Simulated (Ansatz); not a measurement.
## Au: changing spin-orbit coupling

The structure is orthorhombic, space group Cmcm (No. 63). The conventional cell has a = 2.823 Å, b = 5.112 Å, c = 4.893 Å, α = 90.00°, β = 90.00°, γ = 90.00°. Au (site symmetry m2m) has 12 Au at 2.82 to 2.97 Å as nearest neighbours.

This isn't the form of Au at room conditions, which is fcc.

Kept alike: task band structure; functional PBEsol; k mesh 11 × 11 × 6; occupations fermi-dirac, width 0.05 eV. Program: Ansatz, Ansatz PAW, cutoff 420 eV. The mesh is that of the run's cell of 2 atoms.

| spin-orbit coupling | pressure (GPa) |
| --- | --- |
| off | -5.24 |
| on | -6.72 |

Pressure is positive in compression, with a Pulay correction for the finite cutoff. For a metal such a mesh leaves the last digits unconverged. All rows use potentials made for PBE.

Problem. What does spin-orbit coupling change here?

Solution. The pressure runs from -6.72 (on) to -5.24 GPa (off).

Both pressures are negative, so the fixed cell is stretched relative to its equilibrium volume for this functional, and spin-orbit coupling strengthens the tendency to contract. The coupling therefore acts as a modest additional cohesive contribution, while most of the tension is already present without it.

In gold the 5d shell is nearly full, so to first order the splitting of the d levels largely cancels in the total energy. What remains comes from mixing: the upper, j = 5/2 part of the d band moves towards the Fermi level and can hybridise more with the 6s and 6p states. This probably removes some antibonding d character from the occupied bands and weakens the closed-shell repulsion between neighbouring atoms, favouring shorter bonds. This effect is distinct from the scalar-relativistic contraction of the 6s shell, which doesn't depend on spin-orbit splitting.

The pressure alone doesn't show whether the contraction would be shared evenly among the three axes or would change the distortion of the cell.
